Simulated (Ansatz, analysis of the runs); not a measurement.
# A homologous series of junctions, from (SiH2)2 chain with thiolate ends, between Au (111) faces with adatoms, part 5 of 6

How fast does the conductance fall as the molecule grows?

Ansatz 0.2.0; DFT PBE, plane waves, PAW; relaxation of a junction, electrodes held but for their tips (the session's first sound run).

So far, conductance of the junction (G₀): step 3 (transmission between the leads, 82 atoms, molecule …) 0.179; step 6 (85 atoms, molecule oligosilane 3, thiolate ends, units 3) 0.0138.

## Step 9: The open system, 88 atoms, molecule oligosilane 4, thiolate ends, units 4

This step: DFT PBE, plane waves, PAW; transmission of a junction between electrodes (Ansatz 0.2.0).

The transmission is computed for this geometry in the same way.

File input.yaml:

```yaml
crystal:
  lattice:
    - [8.8246926292, 0.0, 0.0]
    - [4.4123463146, 7.6424079975, 0.0]
    - [0.0, 0.0, 31.7289164757]
  atoms:
    - { symbol: Au, position: [0.7222222509, 0.722222237, 0.0] }
    - { symbol: Au, position: [0.7222221833, 0.0555555265, 0.0] }
    - { symbol: Au, position: [0.722222241, 0.3888889472, 0.0] }
    - { symbol: Au, position: [0.0555555185, 0.722222237, 0.0] }
    - { symbol: Au, position: [0.0555555641, 0.0555555265, 0.0] }
    - { symbol: Au, position: [0.0555555086, 0.3888889472, 0.0] }
    - { symbol: Au, position: [0.388888828, 0.722222237, 0.0] }
    - { symbol: Au, position: [0.3888888737, 0.0555555265, 0.0] }
    - { symbol: Au, position: [0.3888888182, 0.3888889472, 0.0] }
    - { symbol: Au, position: [0.8333333792, 0.83333329, 0.075696786] }
    - { symbol: Au, position: [0.8333333595, 0.1666667103, 0.075696786] }
    - { symbol: Au, position: [0.8333333693, 0.5000000002, 0.075696786] }
    - { symbol: Au, position: [0.1666666467, 0.83333329, 0.075696786] }
    - { symbol: Au, position: [0.166666627, 0.1666667103, 0.075696786] }
    - { symbol: Au, position: [0.1666666369, 0.5000000002, 0.075696786] }
    - { symbol: Au, position: [0.5000000696, 0.83333329, 0.075696786] }
    - { symbol: Au, position: [0.4999999366, 0.1666667103, 0.075696786] }
    - { symbol: Au, position: [0.4999999464, 0.5000000002, 0.075696786] }
    - { symbol: Au, position: [0.9444444421, 0.9444444738, 0.151393572] }
    - { symbol: Au, position: [0.9444444877, 0.2777777633, 0.151393572] }
    - { symbol: Au, position: [0.9444444976, 0.6111110532, 0.151393572] }
    - { symbol: Au, position: [0.2777777096, 0.9444444738, 0.151393572] }
    - { symbol: Au, position: [0.2777777553, 0.2777777633, 0.151393572] }
    - { symbol: Au, position: [0.2777777652, 0.6111110532, 0.151393572] }
    - { symbol: Au, position: [0.6111111325, 0.9444444738, 0.151393572] }
    - { symbol: Au, position: [0.6111110649, 0.2777777633, 0.151393572] }
    - { symbol: Au, position: [0.611111188, 0.6111110532, 0.151393572] }
    - { symbol: Au, position: [0.0555555641, 0.0555555265, 0.227090358] }
    - { symbol: Au, position: [0.0555555086, 0.3888889472, 0.227090358] }
    - { symbol: Au, position: [0.0555555185, 0.722222237, 0.227090358] }
    - { symbol: Au, position: [0.3888888737, 0.0555555265, 0.227090358] }
    - { symbol: Au, position: [0.3888888182, 0.3888889472, 0.227090358] }
    - { symbol: Au, position: [0.388888828, 0.722222237, 0.227090358] }
    - { symbol: Au, position: [0.7222221833, 0.0555555265, 0.227090358] }
    - { symbol: Au, position: [0.722222241, 0.3888889472, 0.227090358] }
    - { symbol: Au, position: [0.7222222509, 0.722222237, 0.227090358] }
    - { symbol: Au, position: [0.4999932542, 0.5022203736, 0.2961035561] }
    - { symbol: S, position: [0.4501598343, 0.516179979, 0.3673428309] }
    - { symbol: Si, position: [0.2876252504, 0.3981411358, 0.3713181636] }
    - { symbol: Si, position: [0.1239760005, 0.4882232146, 0.4345296509] }
    - { symbol: Si, position: [0.2970221332, 0.3902519992, 0.4961983499] }
    - { symbol: Si, position: [0.3912304337, 0.5850387733, 0.5184920201] }
    - { symbol: S, position: [0.6103313947, 0.4546080242, 0.5609803289] }
    - { symbol: H, position: [0.3963019482, 0.2018289262, 0.3704437247] }
    - { symbol: H, position: [0.1613851925, 0.4520312186, 0.3349430797] }
    - { symbol: H, position: [0.0028908698, 0.4147063335, 0.4337520322] }
    - { symbol: H, position: [0.013478919, 0.6835988083, 0.4347984278] }
    - { symbol: H, position: [0.1934948487, 0.3704259182, 0.5313287018] }
    - { symbol: H, position: [0.4543968484, 0.2133555289, 0.4879830363] }
    - { symbol: H, position: [0.2415895376, 0.7459372755, 0.5374748934] }
    - { symbol: H, position: [0.4596021562, 0.6387552198, 0.4815278521] }
    - { symbol: Au, position: [0.5017592006, 0.5008739394, 0.6281396976] }
    - { symbol: Au, position: [0.2777777553, 0.2777777633, 0.6972128411] }
    - { symbol: Au, position: [0.2777777652, 0.6111110532, 0.6972128411] }
    - { symbol: Au, position: [0.2777777096, 0.9444444738, 0.6972128411] }
    - { symbol: Au, position: [0.6111110649, 0.2777777633, 0.6972128411] }
    - { symbol: Au, position: [0.611111188, 0.6111110532, 0.6972128411] }
    - { symbol: Au, position: [0.6111111325, 0.9444444738, 0.6972128411] }
    - { symbol: Au, position: [0.9444444877, 0.2777777633, 0.6972128411] }
    - { symbol: Au, position: [0.9444444976, 0.6111110532, 0.6972128411] }
    - { symbol: Au, position: [0.9444444421, 0.9444444738, 0.6972128411] }
    - { symbol: Au, position: [0.3888888182, 0.3888889472, 0.7729096271] }
    - { symbol: Au, position: [0.388888828, 0.722222237, 0.7729096271] }
    - { symbol: Au, position: [0.3888888737, 0.0555555265, 0.7729096271] }
    - { symbol: Au, position: [0.722222241, 0.3888889472, 0.7729096271] }
    - { symbol: Au, position: [0.7222222509, 0.722222237, 0.7729096271] }
    - { symbol: Au, position: [0.7222221833, 0.0555555265, 0.7729096271] }
    - { symbol: Au, position: [0.0555555086, 0.3888889472, 0.7729096271] }
    - { symbol: Au, position: [0.0555555185, 0.722222237, 0.7729096271] }
    - { symbol: Au, position: [0.0555555641, 0.0555555265, 0.7729096271] }
    - { symbol: Au, position: [0.4999999464, 0.5000000002, 0.848606413] }
    - { symbol: Au, position: [0.5000000696, 0.83333329, 0.848606413] }
    - { symbol: Au, position: [0.4999999366, 0.1666667103, 0.848606413] }
    - { symbol: Au, position: [0.8333333693, 0.5000000002, 0.848606413] }
    - { symbol: Au, position: [0.8333333792, 0.83333329, 0.848606413] }
    - { symbol: Au, position: [0.8333333595, 0.1666667103, 0.848606413] }
    - { symbol: Au, position: [0.1666666369, 0.5000000002, 0.848606413] }
    - { symbol: Au, position: [0.1666666467, 0.83333329, 0.848606413] }
    - { symbol: Au, position: [0.166666627, 0.1666667103, 0.848606413] }
    - { symbol: Au, position: [0.611111188, 0.6111110532, 0.924303199] }
    - { symbol: Au, position: [0.6111111325, 0.9444444738, 0.924303199] }
    - { symbol: Au, position: [0.6111110649, 0.2777777633, 0.924303199] }
    - { symbol: Au, position: [0.9444444976, 0.6111110532, 0.924303199] }
    - { symbol: Au, position: [0.9444444421, 0.9444444738, 0.924303199] }
    - { symbol: Au, position: [0.9444444877, 0.2777777633, 0.924303199] }
    - { symbol: Au, position: [0.2777777652, 0.6111110532, 0.924303199] }
    - { symbol: Au, position: [0.2777777096, 0.9444444738, 0.924303199] }
    - { symbol: Au, position: [0.2777777553, 0.2777777633, 0.924303199] }
kpoints:
  mp_grid: { grid: [4, 4, 1] }
scf:
  occupations: { method: fermi_dirac, width: 0.1 }
hamiltonian:
  xc: pbe
output:
  transmission: { leads: [[79, 0]], e_range: [-0.7, 0.7], de: 0.035, kmesh: [4, 4] }
  dos: { projected: true, e_range: [-5, 4] }
  write_potential: true
  write_density: true
  volumetric_format: npy
```

The run is started by

```console
$ ansatz run input.yaml --threads 16 --pin off --max-ram 61440MiB --backend cuda --events-out ev --progress --plain --runs-dir out --max-vram 78GiB
```

Numbers of over 12 decimals in the logs are rounded to 6 here.

The log of the run:

```text
[...]
Crystal: 88 atoms, lattice volume = 2139.858 Å³
Basis set: ecut = 420 eV, 41765 PW (Γ)
Bands: 866, of which v1, the nominal top of the filled ones, is band 721 counted from 1 (720 counted from 0)
Symmetry: 1 space group operations
[...]
k-points: 10 of 16 (time reversal used)
[...]
transmission: 441 of 490 steps passed
[...]
SCF converged after 11 iterations
[...]
--- Transmission ---
  basis      : 595 plane waves across, 49 finite elements along
  points     : 10, standing for a mesh of 4 x 4
  on the GPU : 10 of these points
[...]
filled         : 5.1 meV over the level at which it is neutral
    channels       : 7.687500e0 a spin
[...]
junction   : crystal 0 to crystal 0, -0.50 to 28.82 Å
    transmission   : 2.277373e-3 a spin
[...]
resistance     : 3.5314e0 Ω µm² beyond half of each lead's own
```

Elapsed: 3.6 min, on 1 × NVIDIA GB200 with 16 threads of Arm Neoverse V2, shared host; peak memory 18 GiB.

Table of transmission, one spin by energy, zero at the Fermi level:

```
energy (eV)  transmission, one spin
     -0.700                  0.0148
     -0.665                  0.0144
     -0.630                  0.0145
     -0.595                  0.0154
     -0.560                  0.0178
     -0.525                  0.0230
     -0.490                  0.0329
     -0.420                  0.0625
     -0.385                  0.0808
     -0.350                  0.0868
     -0.315                  0.0633
     -0.280                  0.0380
     -0.245                  0.0218
     -0.210                  0.0134
     -0.175                  0.0138
     -0.140                  0.0132
     -0.105                 0.00437
     -0.070                 0.00330
     -0.035                 0.00269
      0.000                 0.00228
      0.035                 0.00197
      0.070                 0.00171
      0.105                 0.00157
      0.140                 0.00143
      0.175                 0.00130
      0.210                 0.00114
      0.245                 0.00122
      0.280                 0.00144
      0.315                 0.00227
      0.350                 0.00646
      0.385                  0.0134
      0.420                 0.00169
      0.490                  5.8e-4
      0.525                  5.4e-4
      0.560                  5.3e-4
      0.595                  5.1e-4
      0.630                  5.0e-4
      0.665                  4.9e-4
      0.700                  4.8e-4
```

The conductance is 0.00246 G₀. The conductance is 0.18 times that of the last run that gave one. This chain holds gauche bonds, so it is not the stretched conformer. The lead's Hamiltonian steps by 23.0 meV, which the program lets pass, though it counts in the error estimate. The largest term of the program's error estimate is 104 %, from the steps of its leads' Hamiltonians or their offsets.

## Step 10: Landauer integrals, 88 atoms

This step: Landauer integrals over the computed T(E), interpolated linearly between its energies (analysis of the runs above).

The thermopower is 50.4 μV/K. The Lorenz ratio is 1.32, where the Wiedemann-Franz law gives 1. These values rest on a semilocal level alignment and on the mesh across the current. Moving the level by up to 0.1 eV either way gives 23 to 93 μV/K.

## Step 11: Relaxation of the scattering region, 94 atoms, molecule oligosilane 6, thiolate ends, units 6

This step: DFT PBE, plane waves, PAW; relaxation of a junction, electrodes held but for their tips (Ansatz 0.2.0).

System of this step: (SiH2)6 chain with thiolate ends, between Au (111) faces with adatoms. The cell holds 94 atoms: 74 Au, 2 S, 6 Si and 12 H. Its edges and angles: a = 8.825 Å, b = 8.825 Å, c = 35.821 Å, α = 90.0°, β = 90.0°, γ = 60.0°. Electrodes: Au (111) 3x3 face with an adatom; the apex atoms were set 14.541 Å apart; the free molecule is S[SiH2][SiH2][SiH2][SiH2][SiH2][SiH2]S. Regions: lower lead, 37 atoms (37 Au); bridge, 20 atoms (2 S, 6 Si and 12 H); upper lead, 37 atoms (37 Au). The structure is stacked along c, and the current runs across the ab planes.

The bridge and the electrodes' tips relax, while 72 atoms stay at the lead's spacing, so that the ends still repeat as a lead.

File input.yaml:

```yaml
crystal:
  lattice:
    - [8.8246926292, 0.0, 0.0]
    - [4.4123463146, 7.6424079975, 0.0]
    - [0.0, 0.0, 35.8205009568]
  atoms:
    - { symbol: Au, position: [0.722222222, 0.722222222, 0.0] }
    - { symbol: Au, position: [0.722222222, 0.055555556, 0.0] }
    - { symbol: Au, position: [0.722222222, 0.388888889, 0.0] }
    - { symbol: Au, position: [0.055555556, 0.722222222, 0.0] }
    - { symbol: Au, position: [0.055555556, 0.055555556, 0.0] }
    - { symbol: Au, position: [0.055555556, 0.388888889, 0.0] }
    - { symbol: Au, position: [0.388888889, 0.722222222, 0.0] }
    - { symbol: Au, position: [0.388888889, 0.055555556, 0.0] }
    - { symbol: Au, position: [0.388888889, 0.388888889, 0.0] }
    - { symbol: Au, position: [0.833333333, 0.833333333, 0.06705035] }
    - { symbol: Au, position: [0.833333333, 0.166666667, 0.06705035] }
    - { symbol: Au, position: [0.833333333, 0.5, 0.06705035] }
    - { symbol: Au, position: [0.166666667, 0.833333333, 0.06705035] }
    - { symbol: Au, position: [0.166666667, 0.166666667, 0.06705035] }
    - { symbol: Au, position: [0.166666667, 0.5, 0.06705035] }
    - { symbol: Au, position: [0.5, 0.833333333, 0.06705035] }
    - { symbol: Au, position: [0.5, 0.166666667, 0.06705035] }
    - { symbol: Au, position: [0.5, 0.5, 0.06705035] }
    - { symbol: Au, position: [0.944444444, 0.944444444, 0.1341007] }
    - { symbol: Au, position: [0.944444444, 0.277777778, 0.1341007] }
    - { symbol: Au, position: [0.944444444, 0.611111111, 0.1341007] }
    - { symbol: Au, position: [0.277777778, 0.944444444, 0.1341007] }
    - { symbol: Au, position: [0.277777778, 0.277777778, 0.1341007] }
    - { symbol: Au, position: [0.277777778, 0.611111111, 0.1341007] }
    - { symbol: Au, position: [0.611111111, 0.944444444, 0.1341007] }
    - { symbol: Au, position: [0.611111111, 0.277777778, 0.1341007] }
    - { symbol: Au, position: [0.611111111, 0.611111111, 0.1341007] }
    - { symbol: Au, position: [0.055555556, 0.055555556, 0.201151049] }
    - { symbol: Au, position: [0.055555556, 0.388888889, 0.201151049] }
    - { symbol: Au, position: [0.055555556, 0.722222222, 0.201151049] }
[... 58 atom lines left out ...]
    - { symbol: Au, position: [0.944444444, 0.611111111, 0.93294965] }
    - { symbol: Au, position: [0.944444444, 0.944444444, 0.93294965] }
    - { symbol: Au, position: [0.944444444, 0.277777778, 0.93294965] }
    - { symbol: Au, position: [0.277777778, 0.611111111, 0.93294965] }
    - { symbol: Au, position: [0.277777778, 0.944444444, 0.93294965] }
    - { symbol: Au, position: [0.277777778, 0.277777778, 0.93294965] }
kpoints:
  mp_grid: { grid: [2, 2, 1] }
scf:
  occupations: { method: fermi_dirac, width: 0.1 }
hamiltonian:
  xc: pbe
relax:
  constraints:
    - { sites: [0, 1, 2, 3, 4, 5, 6, 7, 8, 9, 10, 11, 12, 13, 14, 15, 16, 17, 18, 19, 20, 21, 22, 23, 24, 25, 26, 27, 28, 29, 30, 31, 32, 33, 34, 35, 58, 59, 60, 61, 62, 63, 64, 65, 66, 67, 68, 69, 70, 71, 72, 73, 74, 75, 76, 77, 78, 79, 80, 81, 82, 83, 84, 85, 86, 87, 88, 89, 90, 91, 92, 93] }
  f_tol: 0.05
  max_steps: 35
```

The log of the run:

```text
[...]
Crystal: 94 atoms, lattice volume = 2415.803 Å³
Basis set: ecut = 420 eV, 47213 PW (Γ), exchange–correlation on 120×120×480 points (8 copies of the dense FFT grid, shifted against one another)
Bands: 873, of which v1, the nominal top of the filled ones, is band 727 counted from 1 (726 counted from 0)
Symmetry: 1 space group operations
[...]
k-points: 4
[...]
- { symbol: Au, position: [0.277778, 0.277777778, 0.731799] }
    - { symbol: Au, position: [0.277778, 0.611111111, 0.731799] }
    - { symbol: Au, position: [0.277778, 0.944444, 0.731799] }
    - { symbol: Au, position: [0.611111, 0.277777778, 0.731799] }
    - { symbol: Au, position: [0.611111111, 0.611111111, 0.731799] }
[...]
- { symbol: Au, position: [0.944444, 0.277777778, 0.932950] }
    - { symbol: Au, position: [0.277778, 0.611111111, 0.932950] }
    - { symbol: Au, position: [0.277778, 0.944444, 0.932950] }
    - { symbol: Au, position: [0.277778, 0.277777778, 0.932950] }
[key lines of the parts left out:]
SCF converged after 7 iterations
```

Run time: 14 s. Hardware: 1 × NVIDIA GB200 with 16 threads; peak memory 2 GiB.

The steps of the relaxation:

```
step  energy less that of the first step (eV)  largest force component (eV/Å)
   1                                   0.0000                          0.8636
   2                                  -0.2217                          0.4733
   3                                  -0.2643                          0.0819
   4                                  -0.2870                          0.0326
   5                                  -0.2985                          0.0702
   6                                  -0.3006                          0.0360
```

The atoms that moved most (Å):

```
atom      dx     dy      dz  length
 H56  -0.408  0.376   0.030   0.555
 H46   0.159  0.445  -0.177   0.504
Si44  -0.295  0.310   0.090   0.437
 H57  -0.326  0.240   0.017   0.405
 S45  -0.160  0.335  -0.029   0.373
Si39   0.153  0.276  -0.192   0.369
 S38   0.292  0.170  -0.048   0.341
 H47   0.053  0.263  -0.135   0.300
```

The largest force component on a free atom ends at 0.036 eV/Å, under the limit of 0.05. The apex atoms end 14.64 Å apart, and their nearest bridge atoms lie at 2.28 Å (Au–S) and 2.28 Å (Au–S).

(Part 5 of 6 ends here.)

[Logs are printed without paths, hosts, clocks, repeated set-up lines and the standing remarks that a program may print on its own settings, such as how far it seeks lower states.]

[Hosts, paths, dates, database ids (printed as entryN), source tags and the programs' standing remarks are cut or masked in the printed files.]
